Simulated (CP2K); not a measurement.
# Sb (Fm-3m) in CP2K: settings compared

One crystal, Sb, is run at these levels: PBE, LDA; tasks: single point.

All numbers are computed with CP2K 2026.2; they aren't measurements. Logs are shortened: lines on timing, memory, paths and dates and some standing lists are left out, and cuts for length are marked.

## 1. The crystal as given

It takes space group Fm-3m (No. 225, cubic). Conventional cell: a = 4.742 Å, b = 4.742 Å, c = 4.742 Å, α = 90.00°, β = 90.00°, γ = 90.00°. Around Sb (site symmetry m-3m) lie 12 Sb at 3.35 Å.

This isn't the form of Sb at room conditions, which is rhombohedral.

## 2. Single point, PBE

Input file sb_scf.inp:

```
&GLOBAL
  PROJECT sb_scf
  RUN_TYPE ENERGY_FORCE
  PRINT_LEVEL LOW
&END GLOBAL
&FORCE_EVAL
  METHOD QS
  STRESS_TENSOR ANALYTICAL
  &DFT
    BASIS_SET_FILE_NAME BASIS_MOLOPT_UZH
    POTENTIAL_FILE_NAME POTENTIAL_UZH
    &MGRID
      CUTOFF 450
      REL_CUTOFF 60
      NGRIDS 5
    &END MGRID
    &QS
      METHOD GPW
      EPS_DEFAULT 1.0E-10
    &END QS
    &KPOINTS
      SCHEME MONKHORST-PACK 10 10 10
      GAMMA_CENTERED T
      SYMMETRY T
      SYMMETRY_BACKEND SPGLIB
    &END KPOINTS
    &SCF
      SCF_GUESS ATOMIC
      EPS_SCF 1.0E-6
      MAX_SCF 100
      ADDED_MOS 8
      CHOLESKY OFF
      EPS_EIGVAL 1.0E-7
      &DIAGONALIZATION ON
        ALGORITHM STANDARD
      &END DIAGONALIZATION
      &MIXING ON
        METHOD BROYDEN_MIXING
        ALPHA 0.4
        BETA 1.5
        NBUFFER 8
      &END MIXING
      &SMEAR ON
        METHOD GAUSSIAN
        SIGMA [eV] 0.1
      &END SMEAR
    &END SCF
    &XC
      &XC_FUNCTIONAL
        &GGA_X_PBE
        &END GGA_X_PBE
        &GGA_C_PBE
        &END GGA_C_PBE
      &END XC_FUNCTIONAL
    &END XC
    &PRINT
      &KPOINTS ON
      &END KPOINTS
      &MULLIKEN ON
      &END MULLIKEN
      &MO ON
        ENERGIES T
        OCCUPATION_NUMBERS T
        &EACH
          QS_SCF 0
        &END EACH
        ADD_LAST NUMERIC
      &END MO
      &LOWDIN ON
      &END LOWDIN
      &HIRSHFELD ON
        SHAPE_FUNCTION DENSITY
      &END HIRSHFELD
    &END PRINT
  &END DFT
  &SUBSYS
    &CELL
      A 3.3534433337 0.0000000000 0.0000000000
      B 1.6767216669 2.9041671172 0.0000000000
      C 1.6767216669 0.9680557057 2.7380750163
      PERIODIC XYZ
    &END CELL
    &COORD
      SCALED
      Sb  0.0000000000 0.0000000000 0.0000000000
    &END COORD
    &KIND Sb
      BASIS_SET TZVP-MOLOPT-PBE-GTH-q5
      POTENTIAL GTH-PBE-q5
    &END KIND
    &PRINT
      &ATOMIC_COORDINATES ON
      &END ATOMIC_COORDINATES
      &CELL ON
      &END CELL
    &END PRINT
  &END SUBSYS
  &PRINT
    &FORCES ON
    &END FORCES
    &STRESS_TENSOR ON
    &END STRESS_TENSOR
  &END PRINT
&END FORCE_EVAL
```

Potentials or basis: POTENTIAL_UZH Sb GTH-PBE-q5; TZVP-MOLOPT-PBE-GTH basis.

Launch:

```console
OMP_NUM_THREADS=1 cp2k.psmp -i sb_scf.inp -o sb_scf.out
```

sb_scf.out:

```text

 CP2K| version string:                                       CP2K version 2026.2
 CP2K| Input file name                                                sb_scf.inp

 GLOBAL| Force Environment number                                              1
 GLOBAL| Basis set file name                                    BASIS_MOLOPT_UZH
 GLOBAL| Potential file name                                       POTENTIAL_UZH
 GLOBAL| MM Potential file name                                     MM_POTENTIAL
 GLOBAL| Coordinate file name                                      __STD_INPUT__
 GLOBAL| Method name                                                        CP2K
 GLOBAL| Project name                                                     sb_scf
 GLOBAL| Run type                                                   ENERGY_FORCE
 GLOBAL| FFT library                                                       FFTW3
[... 6 lines left out ...]
 GLOBAL| Total number of message passing processes                             1
 GLOBAL| Number of threads for this process                                    1
 GLOBAL| CPU model name                                                  UNKNOWN

 CELL| Volume [angstrom^3]:                                            26.666003
 CELL| Vector a [angstrom]:       3.353     0.000     0.000   |a| =     3.353443
 CELL| Vector b [angstrom]:       1.677     2.904     0.000   |b| =     3.353443
 CELL| Vector c [angstrom]:       1.677     0.968     2.738   |c| =     3.353443
 CELL| Angle (b,c), alpha [degree]:                                    60.000000
 CELL| Angle (a,c), beta  [degree]:                                    60.000000
 CELL| Angle (a,b), gamma [degree]:                                    60.000000
 CELL| Numerically orthorhombic:                                              NO
 CELL| Periodicity                                                           XYZ

 CELL_REF| Volume [angstrom^3]:                                        26.666003
 CELL_REF| Vector a [angstrom     3.353     0.000     0.000   |a| =     3.353443
 CELL_REF| Vector b [angstrom     1.677     2.904     0.000   |b| =     3.353443
 CELL_REF| Vector c [angstrom     1.677     0.968     2.738   |c| =     3.353443
 CELL_REF| Angle (b,c), alpha [degree]:                                60.000000
 CELL_REF| Angle (a,c), beta  [degree]:                                60.000000
 CELL_REF| Angle (a,b), gamma [degree]:                                60.000000
 CELL_REF| Numerically orthorhombic:                                          NO
 CELL_REF| Periodicity                                                       XYZ
[... 9 lines left out ...]
 TOTAL NUMBERS AND MAXIMUM NUMBERS

  Total number of            - Atomic kinds:                                   1
                             - Atoms:                                          1
                             - Shell sets:                                     1
                             - Shells:                                         7
                             - Primitive Cartesian functions:                  4
                             - Cartesian basis functions:                     18
                             - Spherical basis functions:                     17

  Maximum angular momentum of- Orbital basis functions:                        2
                             - Local part of the GTH pseudopotential:          0
                             - Non-local part of the GTH pseudopotential:      4

 MODULE QUICKSTEP: ATOMIC COORDINATES IN ANGSTROM

   Atom Kind Element         X             Y             Z       Z(eff)     Mass
      1    1 Sb   51      0.000000      0.000000      0.000000   5.0000 121.7600

 SCF PARAMETERS         Density guess:                                    ATOMIC
[... 9 lines left out ...]
                        --------------------------------------------------------
                        level_shift [a.u.]:                             0.000000
                        added MOs                                         8    0
                        --------------------------------------------------------
                        Mixing method:                            BROYDEN_MIXING
                                                charge density mixing in g-space
                        --------------------------------------------------------
                        Smear method:                                   GAUSSIAN
                        Smearing width (sigma) [a.u.]:                  3.67E-03
                        Accuracy threshold:                             1.00E-10
                        --------------------------------------------------------
                        No outer SCF

 *******************************************************************************
                                    Kpoints
 *******************************************************************************
 BRILLOUIN| K-point scheme                                        Monkhorst-Pack
[... 55 lines left out ...]
 Number of occupied orbitals:                                                  3
 Number of molecular orbitals:                                                11

 Number of orbital functions:                                                 17
 Number of independent orbital functions:                                     17

 SCF WAVEFUNCTION OPTIMIZATION

  Step     Update method      Time    Convergence         Total energy    Change
  ------------------------------------------------------------------------------
     1 NoMix/Diag. 0.40E+00    1.9     0.69005809        -5.6042330507 -5.60E+00
     2 Broy./Diag. 0.40E+00    1.4     0.01363732        -5.6118383216 -7.61E-03
     3 Broy./Diag. 0.40E+00    1.4     0.05538881        -5.5388168999  7.30E-02
     4 Broy./Diag. 0.40E+00    1.4     0.00095674        -5.5218236021  1.70E-02
     5 Broy./Diag. 0.40E+00    1.4     0.00081210        -5.5184578653  3.37E-03
     6 Broy./Diag. 0.40E+00    1.4     0.00023622        -5.5183005617  1.57E-04
     7 Broy./Diag. 0.40E+00    1.4     0.00002418        -5.5183383241 -3.78E-05
     8 Broy./Diag. 0.40E+00    1.4     0.00006425        -5.5183752620 -3.69E-05
     9 Broy./Diag. 0.40E+00    1.4     0.00000362        -5.5183841853 -8.92E-06
    10 Broy./Diag. 0.40E+00    1.4     0.00000359        -5.5183879133 -3.73E-06
    11 Broy./Diag. 0.40E+00    1.4     0.00000030        -5.5183881727 -2.59E-07

  *** SCF run converged in    11 steps ***

  Electronic density on regular grids:         -5.0000000000       -0.0000000000
  Core density on regular grids:                4.9999999983       -0.0000000017
  Total charge density on r-space grids:       -0.0000000017
  Total charge density g-space grids:          -0.0000000017

  Overlap energy of the core charge distribution:               0.00000000000073
  Self energy of the core charge distribution:                -11.95317330209555
  Core Hamiltonian energy:                                      2.44505310395723
  Hartree energy:                                               5.39045359649725
  Exchange-correlation energy:                                 -1.40055775812457
  Smearing free energy correction:                             -0.00016381295399
  Fermi energy:                                                 0.24185791509506

  Total energy:                                                -5.51838817272552
  Total energy (extrapolated to sigma->0):                     -5.51830626624852

 MO| EIGENVALUES AND OCCUPATION NUMBERS FOR K POINT 1
 MO|
 MO|  Index      Eigenvalue [a.u.]        Eigenvalue [eV]             Occupation
 MO|      1              -0.126431              -3.440371               2.000000
 MO|      2               0.070148               1.908831               2.000000
 MO|      3               0.386859              10.526968               0.000000
 MO|      4               0.386859              10.526976               0.000000
 MO|      5               0.570519              15.524608               0.000000
 MO|      6               0.636432              17.318194               0.000000
 MO|      7               0.636433              17.318214               0.000000
 MO|      8               0.893442              24.311796               0.000000
 MO|      9               0.998338              27.166159               0.000000
 MO|     10               0.998341              27.166249               0.000000
 MO|     11               1.391338              37.860236               0.000000
 MO| Sum:                                                               4.000000
 MO| E(Fermi):            0.241858 a.u.          6.581289 eV
[... 210 lines left out ...]
 MO|  Index      Eigenvalue [a.u.]        Eigenvalue [eV]             Occupation
 MO|      1              -0.078650              -2.140181               2.000000
 MO|      2               0.123374               3.357187               2.000000
 MO|      3               0.225799               6.144300               2.000000
 MO|      4               0.245169               6.671381               0.202627
 MO|      5               0.490320              13.342274               0.000000
 MO|      6               0.515967              14.040165               0.000000
 MO|      7               0.859598              23.390843               0.000000
 MO|      8               1.015549              27.634499               0.000000
 MO|      9               1.018963              27.727387               0.000000
 MO|     10               1.200325              32.662512               0.000000
 MO|     11               1.245352              33.887754               0.000000
 MO| Sum:                                                               6.202627
 MO| E(Fermi):            0.241858 a.u.          6.581289 eV

 [... the levels of further k-points ...]

 !-----------------------------------------------------------------------------!
                     Mulliken Population Analysis

 #  Atom  Element  Kind  Atomic population                           Net charge
       1     Sb       1          5.000000                             -0.000000
 # Total charge                              5.000000                 -0.000000

 !-----------------------------------------------------------------------------!

 !-----------------------------------------------------------------------------!
                           Hirshfeld Charges

  #Atom  Element  Kind  Ref Charge     Population                    Net charge
      1       Sb     1       5.000          5.000                        -0.000

  Total Charge                                                           -0.000
 !-----------------------------------------------------------------------------!

 LOWDIN POPULATION ANALYSIS

 #  Atom  Element  Kind  Atomic population                           Net charge
       1     Sb       1          5.000000                              0.000000
 # Total charge                              5.000000                  0.000000

 ENERGY| Total FORCE_EVAL ( QS ) energy [hartree]             -5.518388397187333

 FORCES| Atomic forces [hartree/bohr]
 FORCES|   Atom     x               y               z               |f|
 FORCES|      1 -5.59262107E-15  9.03111668E-16  1.47621396E-14   1.58118242E-14
 FORCES| Sum    -5.59262107E-15  9.03111668E-16  1.47621396E-14
 FORCES| Total atomic force                                       1.58118242E-14

 STRESS| Analytical stress tensor [bar]
 STRESS|                        x                   y                   z
 STRESS|      x        3.46100009951E+04  -1.26308039573E-02  -5.51061799471E-02
 STRESS|      y       -1.26308039573E-02   3.46092765365E+04  -1.01375045404E+00
 STRESS|      z       -5.51061799471E-02  -1.01375045404E+00   3.46099951674E+04
 STRESS| 1/3 Trace                                             3.46097575663E+04
 STRESS| Determinant                                           4.14567899464E+13

 STRESS| Eigenvectors and eigenvalues of the analytical stress tensor [bar]
 STRESS|                        1                   2                   3
 STRESS| Eigenvalues   3.46085590762E+04   3.46100002263E+04   3.46107133965E+04
 STRESS|      x           0.029208619666      0.998170849111     -0.052932150177
 STRESS|      y           0.816080436776     -0.054391811441     -0.575373141153
 STRESS|      z           0.577199772392      0.026391036990      0.816176412253
```

Run time: 19 s. Hardware: 1 thread of Arm Neoverse N1, shared host; peak memory 0.21 GiB.

What came out:

```yaml
Free_energy: -150.1630 eV
Pressure: 3.5 GPa
Band_gap_on_the_k_mesh: none (metal or under the smearing width)
```

Levels at points of the mesh, in eV from the Fermi level:
```tsv
k point	band 1	band 2	band 3	band 4	band 5	band 6
(0.00, 0.00, 0.00)	-13.02	5.52	5.52	5.52	11.26	11.26
(0.00, 0.00, 0.50)	-9.20	-5.91	3.85	3.85	8.78	10.42
(0.00, 0.50, 0.50)	-7.54	-5.00	0.47	0.47	4.77	5.17
```

Caveat: the basis of atomic orbitals isn't converged, which shifts pressures, moduli and gaps.

(Continued in part 2 of 2.)
